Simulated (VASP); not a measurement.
Write the native input for VASP 6.6.1 that does the following.

```
Task                   : relaxation of cell and atoms
Functional             : r2SCAN
Potentials or basis    : VASP PAW PBE potentials, release 64 (Zn, O)
Cutoff                 : 600 eV
k mesh                 : 9 × 9 × 5
Occupations            : gaussian, width 0.03 eV
Spin                   : no spin polarisation
Further INCAR settings : ALGO = Normal; EDIFF = 1e-06; IBRION = 2; EDIFFG = -0.01; NSW = 90; ISIF = 3
```

The structure of ZnO (zincite) lies in POSCAR:

```
ZnO
1.0
    3.2493080000      0.0000000000      0.0000000000
   -1.6246540000      2.8139832727      0.0000000000
    0.0000000000      0.0000000000      5.2057090000
Zn O
2 2
Direct
    0.3333333333      0.6666666667      0.5000000000
    0.6666666667      0.3333333333      0.0000000000
    0.6666666667      0.3333333333      0.3790100000
    0.3333333333      0.6666666667      0.8790100000
```

These files were run (other wordings do the same):

INCAR

```
PREC = Accurate ; ENCUT = 600
EDIFF = 1E-6 ; ISMEAR = 0
SIGMA = 0.03 ; LREAL = F
LASPH = T ; NELM = 80
ALGO = Normal ; ISIF = 3
LWAVE = F ; LCHARG = F
METAGGA = R2SCAN ; LMIXTAU = T
IBRION = 2 ; NSW = 90
EDIFFG = -0.01
```

KPOINTS

```
Automatic mesh
0
Gamma
  9 9 5
```

Potentials or basis: VASP PAW PBE potentials, release 64 (Zn, O).

Launch:

```sh
$ cat potpaw_PBE.64/Zn/POTCAR potpaw_PBE.64/O/POTCAR > POTCAR
$ mpirun -np 1 vasp_std > vasp.out
```

It gave:

- Relaxed volume: 11.87 Å³/atom
- Relaxed cell: a = 3.241 Å, b = 3.241 Å, c = 5.217 Å, α = 90.00°, β = 90.00°, γ = 120.00°
- Space group after relaxing (to 0.05 Å): P6_3mc (No. 186)
- Energy gained by relaxing: 0.3 meV/atom
- Ionic steps: 7
- Pressure after relaxing: 0.0 GPa
- Largest force after relaxing: 0.009 eV/Å
- Band gap on the k mesh: 1.23 eV, direct

Caveat: the PAW data sets were made with another functional, which shifts forces and pressure a little.

Wall time 14 min on 1 thread of Intel(R) Xeon(R) Platinum 8259CL CPU @ 2.50GHz (Skylake/Cascade Lake), on a shared host, peak memory 0.21 GiB.
